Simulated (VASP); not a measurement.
Here is a VASP 6.6.1 calculation.

INCAR

```
SYSTEM = CdO
ALGO = Fast
EDIFF = 1E-6
ENCUT = 520
GGA = PE
ISIF = 2
ISMEAR = 0
KPAR = 8
LASPH = .TRUE.
LCHARG = .FALSE.
LREAL = .FALSE.
LWAVE = .FALSE.
NBANDS = 16
NELM = 80
PREC = Accurate
SIGMA = 0.03
```

The input KPOINTS:

```
k-points
0
G
  8 8 8
  0 0 0
```

File POSCAR:

```
CdO                                     
1.0
    0.0000000000      2.3523961157      2.3523961157
    2.3523961157      0.0000000000      2.3523961157
    2.3523961157      2.3523961157      0.0000000000
  Cd              O             
     1     1
Direct
     0.0000000000000000    0.0000000000000000    0.0000000000000000
     0.5000000000000000    0.5000000000000000    0.5000000000000000
```

Contents of KPOINTS_OPT:

```
explicit points
6
Reciprocal
 0.0000000000  0.0000000000  0.0000000000 1
 0.3750000000  0.3750000000  0.7500000000 1
 0.5000000000  0.5000000000  0.5000000000 1
 0.6250000000  0.2500000000  0.6250000000 1
 0.5000000000  0.2500000000  0.7500000000 1
 0.5000000000  0.0000000000  0.5000000000 1
```

Potentials or basis: VASP PAW PBE potentials, release 64 (Cd, O).

The run is started by

```console
$ cat potpaw_PBE.64/Cd/POTCAR potpaw_PBE.64/O/POTCAR > POTCAR
$ mpirun -np 8 vasp_std > vasp.out
```

(1) Estimate the pressure.

(2) What does it give for the band gap along the path?

Answers

(1) 7.0 GPa.

(2) none (metal or under the smearing width).

Caveat: this crystal is a semiconductor, whose small gap the functional closes, so the metal is an error of the method.
